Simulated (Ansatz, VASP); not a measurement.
# ZrH4: VASP beside Ansatz

```
Zr H
1.0
     3.09873    0.00000    0.00000
     0.00000    3.34663    0.00000
     0.00000    0.00000    5.36717
Zr H
1 4
Cartesian
  0.0000 0.0000 0.0000
  0.0000 1.6733 3.5781
  1.5494 1.6733 0.8945
  1.5494 1.6733 4.4726
  0.0000 1.6733 1.7891
```

Change from the starting cell: ordered vacancies on the cation sites of aluminium diboride (Pmmm, No. 47).

Alike in both runs: task relaxation of cell and atoms; functional PBE; k mesh 6 × 6 × 4; occupations gaussian, width 0.1 eV; no spin polarisation.

|  | VASP | Ansatz |
| --- | --- | --- |
| version | VASP 6.6.1 | Ansatz 0.2.0 |
| potentials or method | VASP PAW PBE potentials, release 64 (Zr_sv, H) | scalar-relativistic, plane waves, PAW |
| plane-wave cutoff (eV) | 600 | 420 |
| valence electrons in the cell | 16 | 16 |

```tsv
	VASP	Ansatz	Ansatz less VASP
gap on the k mesh at the Fermi level, each at its own relaxed structure (eV)	none	none	-
relaxed volume (Å³/atom)	9.46	9.83	+0.371
relaxed cell length with the largest relative difference (Å)	5.534	5.709	+0.1748
energy change over the relaxation (meV/atom)	-262	-264	-1.4
```

A gap of «none» marks a metal or a gap that the smearing closes.

Caveats: the volume moved by over 15 % at a fixed basis, so the end points are rough (VASP).
